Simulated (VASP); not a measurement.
## CsPbCl₃ (measured structure): a r²SCAN single-point calculation in VASP

INCAR

```
EDIFF = 1E-7
LCHARG = .FALSE.
METAGGA = R2SCAN
LREAL = .FALSE.
NSW = 0
ENCUT = 520
SIGMA = 0.01
ISMEAR = 0
ALGO = Normal
NELM = 120
LWAVE = .FALSE.
PREC = Accurate
NBANDS = 30
IBRION = -1
ISIF = 2
LASPH = .TRUE.
```

KPOINTS

```
KPOINTS created by Atomic Simulation Environment
0
Gamma
4 4 4
0 0 0
```

KPOINTS_OPT

```
special points
4
Reciprocal
0.0000000000 0.0000000000 0.0000000000 1
0.0000000000 0.5000000000 0.0000000000 1
0.5000000000 0.5000000000 0.0000000000 1
0.5000000000 0.5000000000 0.5000000000 1
```

POSCAR

```
Cs Pb Cl
 1.0000000000000000
     5.6767295249891125    0.0000000000000000    0.0000000000000000
     0.0000000000000000    5.6767295249891125    0.0000000000000000
     0.0000000000000000    0.0000000000000000    5.6767295249891125
 Cs  Pb  Cl
   1   1   3
Cartesian
 -0.0000000000000000  0.0000000000000000  0.0000000000000000
  2.8383647624945563  2.8383647624945563  2.8383647624945563
  2.8383647624945563  2.8383647624945563  0.0000000000000000
  0.0000000000000000  2.8383647624945563  2.8383647624945563
  2.8383647624945563  0.0000000000000000  2.8383647624945563
```

VASP ran with the recommended PBE PAW datasets (44 valence electrons in the cell).

Command

```
mpirun -np 1 vasp_std
```

From OUTCAR

```
k-points           NKPTS =     10   k-points in BZ     NKDIM =     10   number of bands    NBANDS=     30

   NELECT =      44.0000    total number of electrons

   dimension x,y,z NGX =    42 NGY =   42 NGZ =   42
   dimension x,y,z NGXF=    84 NGYF=   84 NGZF=   84

  energy-cutoff  :      520.00
  volume of cell :      182.93
      direct lattice vectors                 reciprocal lattice vectors
     5.676729525  0.000000000  0.000000000     0.176157768  0.000000000  0.000000000
     0.000000000  5.676729525  0.000000000     0.000000000  0.176157768  0.000000000
     0.000000000  0.000000000  5.676729525     0.000000000  0.000000000  0.176157768

 k-points in reciprocal lattice and weights: KPOINTS created by Atomic Simulation Env
   0.00000000  0.00000000  0.00000000       0.016
   0.25000000  0.00000000  0.00000000       0.094
   0.50000000  0.00000000  0.00000000       0.047
   0.25000000  0.25000000  0.00000000       0.188
   0.50000000  0.25000000  0.00000000       0.188
   0.50000000  0.50000000  0.00000000       0.047
   0.25000000  0.25000000  0.25000000       0.125
   0.50000000  0.25000000  0.25000000       0.188
   ...

 E-fermi :   1.1446

 k-point     1 :       0.0000    0.0000    0.0000
  band No.  band energies     occupation
      1     -20.7100      2.00000
      2     -16.1361      2.00000
      3     -16.1361      2.00000
      4     -15.9139      2.00000
      5     -15.9139      2.00000
      6     -15.9139      2.00000
      7     -14.4385      2.00000
      8     -13.6458      2.00000
      9     -13.6458      2.00000
     10      -7.1344      2.00000
     11      -7.1344      2.00000
     12      -7.1344      2.00000
     13      -5.4641      2.00000
     14      -3.3799      2.00000
     15      -3.3799      2.00000
     16      -3.3799      2.00000
     17      -1.4306      2.00000
     18      -1.4306      2.00000
     19      -1.4306      2.00000
     20      -1.3360      2.00000
     21      -1.3360      2.00000
     22      -1.3360      2.00000
     23       5.1050      0.00000
     24       6.0084      0.00000
     25       6.0084      0.00000
     26       6.9924      0.00000
     27       6.9924      0.00000
     28       6.9924      0.00000
     29       7.6933      0.00000
     30       7.6933      0.00000

 k-point     2 :       0.2500    0.0000    0.0000
  band No.  band energies     occupation
      1     -20.7090      2.00000
      2     -16.1360      2.00000
      3     -16.0872      2.00000
      4     -15.9145      2.00000
      5     -15.9145      2.00000
      6     -15.9138      2.00000
      7     -14.3683      2.00000
      8     -13.7981      2.00000
      9     -13.6449      2.00000
     10      -7.1286      2.00000
     11      -7.1256      2.00000
     12      -7.1256      2.00000
     13      -6.0410      2.00000
     14      -3.3415      2.00000
     15      -3.3415      2.00000
     16      -2.3765      2.00000
     17      -1.4825      2.00000
     18      -1.4774      2.00000
     19      -1.4774      2.00000
     20      -1.3854      2.00000
     21      -1.3854      2.00000
     22      -1.2390      2.00000
     23       5.5585      0.00000
     24       6.2567      0.00000
     25       6.4025      0.00000
     26       6.4940      0.00000
     27       6.9913      0.00000
     28       6.9913      0.00000
     29       7.1994      0.00000
     30       7.9678      0.00000

 k-point     3 :       0.5000    0.0000    0.0000
  band No.  band energies     occupation
      1     -20.7081      2.00000
      2     -16.1359      2.00000
      3     -16.0361      2.00000
      4     -15.9151      2.00000
      5     -15.9151      2.00000
      6     -15.9138      2.00000
      7     -14.1935      2.00000
      8     -14.0573      2.00000
      9     -13.6440      2.00000
     10      -7.1228      2.00000
     11      -7.1168      2.00000
     12      -7.1168      2.00000
     13      -6.3984      2.00000
     14      -3.3011      2.00000
     15      -3.3011      2.00000
     16      -1.9456      2.00000
     17      -1.5327      2.00000
     18      -1.5276      2.00000
     19      -1.5276      2.00000
     20      -1.4325      2.00000
     21      -1.4325      2.00000
     22      -0.5391      2.00000
     23       4.6016      0.00000
     24       6.4256      0.00000
     25       6.8895      0.00000
     26       6.9140      0.00000
     27       6.9140      0.00000
     28       7.2884      0.00000
     29       7.5349      0.00000
     30       8.7074      0.00000

 k-point     4 :       0.2500    0.2500    0.0000
  band No.  band energies     occupation
      1     -20.7082      2.00000
      2     -16.1125      2.00000
      3     -16.0591      2.00000
      4     -15.9151      2.00000
      5     -15.9145      2.00000
      6     -15.9145      2.00000
      7     -14.3092      2.00000
      8     -13.8499      2.00000
      9     -13.7287      2.00000
     10      -7.1411      2.00000
     11      -7.1211      2.00000
     12      -7.1180      2.00000
     13      -6.5046      2.00000
     14      -3.2913      2.00000
     15      -2.6626      2.00000
     16      -2.2062      2.00000
     17      -1.6895      2.00000
     18      -1.5186      2.00000
     19      -1.4508      2.00000
     20      -1.4203      2.00000
     21      -1.2332      2.00000
     22      -1.0592      2.00000
     23       5.6982      0.00000
     24       5.8078      0.00000
     25       6.3367      0.00000
     26       6.7425      0.00000
     27       6.8294      0.00000
     28       6.8832      0.00000
     29       7.4861      0.00000
     30       8.0148      0.00000

 k-point     5 :       0.5000    0.2500    0.0000
  band No.  band energies     occupation
      1     -20.7073      2.00000
      2     -16.1063      2.00000
      3     -16.0112      2.00000
      4     -15.9158      2.00000
      5     -15.9151      2.00000
      6     -15.9145      2.00000
      7     -14.1536      2.00000
      8     -14.0584      2.00000
      9     -13.7555      2.00000
     10      -7.1366      2.00000
     11      -7.1337      2.00000
     12      -7.1103      2.00000
     13      -6.8260      2.00000
     14      -3.2373      2.00000
     15      -2.4365      2.00000
     16      -2.0710      2.00000
     17      -1.6597      2.00000
     18      -1.5651      2.00000
     19      -1.5141      2.00000
     20      -1.4490      2.00000
     21      -1.2005      2.00000
     22      -0.2977      2.00000
     23       4.3585      0.00000
     24       5.6339      0.00000
     25       6.6951      0.00000
     26       6.8960      0.00000
     27       7.2324      0.00000
     28       7.2819      0.00000
     29       7.7694      0.00000
     30       8.1134      0.00000

 k-point     6 :       0.5000    0.5000    0.0000
  band No.  band energies     occupation
      1     -20.7065      2.00000
      2     -16.0900      2.00000
      3     -15.9695      2.00000
      4     -15.9163      2.00000
      5     -15.9151      2.00000
      6     -15.9151      2.00000
      7     -14.0594      2.00000
      8     -14.0594      2.00000
      9     -13.9253      2.00000
     10      -7.1503      2.00000
     11      -7.1503      2.00000
     12      -7.1355      2.00000
     13      -7.1038      2.00000
     14      -3.1669      2.00000
     15      -2.1814      2.00000
     16      -1.6383      2.00000
     17      -1.6383      2.00000
     18      -1.6022      2.00000
     19      -1.6022      2.00000
     20      -1.5802      2.00000
     21      -1.0326      2.00000
     22       0.3103      2.00000
     23       4.1281      0.00000
     24       4.1281      0.00000
     25       6.5105      0.00000
     26       7.1727      0.00000
     27       7.4534      0.00000
     28       7.9707      0.00000
     29       8.0308      0.00000
     30       8.0308      0.00000

 k-point     7 :       0.2500    0.2500    0.2500
  band No.  band energies     occupation
      1     -20.7074      2.00000
      2     -16.0590      2.00000
      3     -16.0590      2.00000
      4     -15.9151      2.00000
      5     -15.9151      2.00000
      6     -15.9151      2.00000
      7     -14.2616      2.00000
      8     -13.8483      2.00000
      9     -13.8483      2.00000
     10      -7.1450      2.00000
     11      -7.1450      2.00000
     12      -7.1141      2.00000
     13      -6.9100      2.00000
     14      -2.6087      2.00000
     15      -2.6087      2.00000
     16      -2.1433      2.00000
     17      -1.7426      2.00000
     18      -1.7426      2.00000
     19      -1.2512      2.00000
     20      -1.2512      2.00000
     21      -1.2352      2.00000
     22      -0.8886      2.00000
     23       5.4915      0.00000
     24       5.4915      0.00000
     25       5.5787      0.00000
     26       6.6128      0.00000
     27       7.1025      0.00000
     28       7.1025      0.00000
     29       7.9214      0.00000
     30       7.9214      0.00000

 ...

  Total       -0.0184729     -0.0184729     -0.0184729      0.0000000      0.0000000     -0.0000000
  in kB       -0.1617902     -0.1617902     -0.1617902      0.0000000      0.0000000     -0.0000000
  external PRESSURE =      -0.1617902 kB  Pullay stress =       0.0000000 kB

 POSITION                                       TOTAL-FORCE (eV/Angst)
 -----------------------------------------------------------------------------------
      0.00000      0.00000      0.00000         0.000000      0.000000      0.000000
      2.83836      2.83836      2.83836         0.000000      0.000000      0.000000
      2.83836      2.83836      0.00000         0.000000      0.000000      0.000000
      0.00000      2.83836      2.83836         0.000000      0.000000      0.000000
      2.83836      0.00000      2.83836         0.000000      0.000000      0.000000
 -----------------------------------------------------------------------------------
    total drift:                                0.000000     -0.000000     -0.000000

  FREE ENERGIE OF THE ION-ELECTRON SYSTEM (eV)
  ---------------------------------------------------
  free  energy   TOTEN  =      -108.1727624133 eV

  energy  without entropy=     -108.1727624133  energy(sigma->0) =     -108.17276241
```

| Quantity | Value |
| --- | --- |
| gap between bands v and c | 2.48 eV |
| least direct gap | 2.48 eV |
| pressure | 0.0 GPa |

Band v is the last that the valence electrons fill when counted band by band, and c is the next.

The run took about 2.4 min on one core of a shared host (Intel Xeon Platinum 8488C) and held 0.33 GiB at most.
